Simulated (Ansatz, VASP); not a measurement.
## InSe in VASP and in Ansatz

The input INCAR:

```
SYSTEM = InSe
PREC     = Accurate       ! precision mode
ENCUT    = 520            ! plane-wave cutoff, eV
EDIFF    = 1E-7           ! SCF threshold, eV
ISMEAR   = -1             ! smearing method
SIGMA    = 0.05           ! smearing width, eV
LREAL    = .FALSE.        ! projectors in reciprocal space
LASPH    = .TRUE.         ! aspherical terms in the spheres
NELM     = 100            ! most SCF steps
ALGO     = Normal         ! electronic algorithm
ISIF     = 2              ! what is computed and relaxed
LWAVE    = .FALSE.        ! write WAVECAR
LCHARG   = .FALSE.        ! write CHGCAR
GGA      = PE             ! functional
IBRION   = 2              ! ionic algorithm
NSW      = 60             ! ionic steps
EDIFFG   = -0.01          ! ionic threshold
```

Contents of KPOINTS:

```
Automatic mesh
0
G
  5 5 5
  0 0 0
```

Contents of POSCAR:

```
InSe
1.0
    5.8263928781     -2.0546489550      0.0000000000
    5.8263928781      2.0546489550      0.0000000000
   -1.7232330140      0.0000000000      4.6759209005
In Se
2 2
Direct
    0.8882032500      0.8882032500      0.0468413600
    0.1117967500      0.1117967500      0.9531586400
    0.6609275900      0.6609275900      0.6689556200
    0.3390724100      0.3390724100      0.3310443800
```

The input input.yaml:

```yaml
crystal:
  lattice:
    - [5.8263928781, -2.054648955, 0.0]
    - [5.8263928781, 2.054648955, 0.0]
    - [-1.723233014, 0.0, 4.6759209005]
  atoms:
    - { symbol: In, position: [0.88820325, 0.88820325, 0.04684136] }
    - { symbol: In, position: [0.11179675, 0.11179675, 0.95315864] }
    - { symbol: Se, position: [0.66092759, 0.66092759, 0.66895562] }
    - { symbol: Se, position: [0.33907241, 0.33907241, 0.33104438] }
hamiltonian:
  xc: pbe
  pseudopotentials: { kind: paw }
kpoints:
  mp_grid: { grid: [5, 5, 5] }
scf:
  occupations: { method: fermi_dirac, width: 0.05 }
output:
  forces: true
  stress: true
  eigenvalues: true
relax:
  f_tol: 0.01
  max_steps: 40
```

Change from the starting cell: strain = -0.02.

Alike in both runs: task relaxation of the atoms; functional PBE; k mesh 5 × 5 × 5; occupations fermi-dirac, width 0.05 eV; no spin polarisation.

|  | VASP | Ansatz |
| --- | --- | --- |
| version | VASP 6.6.1 | Ansatz 0.2.0 |
| potentials or method | VASP PAW PBE potentials, release 64 (In_d, Se) | Ansatz PAW |
| plane-wave cutoff (eV) | 520 | 420 |
| valence electrons in the cell | 38 | 58 |

Ansatz gave:

```
gap on the k mesh at the Fermi level, each at its own relaxed structure (eV) : 1.22
energy change over the relaxation (meV/atom)                                 : -7
```

Problem. Which values does VASP return?

Solution. gap on the k mesh at the Fermi level, each at its own relaxed structure (eV): 1.21; energy change over the relaxation (meV/atom): -7.

The two sets of potentials don't hold the same shells in valence.

Caveats: spin-orbit coupling is left out, which moves the levels of the heavy elements; an odd mesh through Γ misses points on the zone boundary, where band edges often lie (VASP); odd divisions of the mesh miss points on the zone boundary, where band edges often lie, so the gap on the mesh can be too wide (Ansatz).
